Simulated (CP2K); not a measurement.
# Cu under changes of volume

One of the cells (11.810 Å³/atom); the others are scaled copies at fixed shape and fractional positions:

```
Cu
1.0
     2.55619    0.00000    0.00000
     1.27810    2.21373    0.00000
     1.27810    0.73791    2.08712
Cu
1
Direct
  0.00000 0.00000 0.00000
```

```yaml
Program: CP2K 2026.2
Functional: LDA
Potentials_or_basis: GTH_POTENTIALS Cu GTH-PADE-q11; TZVP-MOLOPT-PBE-GTH basis
Density_cutoff: 6123 eV
k_mesh: 13 × 13 × 13
Occupations: fermi-dirac, width 0.05 eV
Spin: no spin polarisation
```

```tsv
volume (Å³/atom)	energy over the lowest point (meV/atom)	pressure (GPa)
11.102	0.00	-0.5
11.338	3.35	-4.1
11.574	11.83	-7.3
11.810	?	?
12.047	41.52	-12.6
12.283	61.74	-14.8
12.519	84.96	-16.7
```

What does the run at 11.810 Å³/atom give?

Energy over the lowest point 24.71 meV/atom; pressure -10.1 GPa.

Worked out: A Birch-Murnaghan fit of order 3 (a polynomial in V^(-2/3)) to the other rows has its minimum at 11.08 Å³/atom, just outside them, with B0 = V·E''(V) = 185 GPa and B' = 5.0. It gives 24.68 meV/atom at 11.810 Å³/atom, against the run's 24.71, and -dE/dV = -10.1 GPa, against -10.1.

Energies are extrapolated to zero smearing.

Caveats: the basis of atomic orbitals isn't converged, which shifts pressures, moduli and gaps.
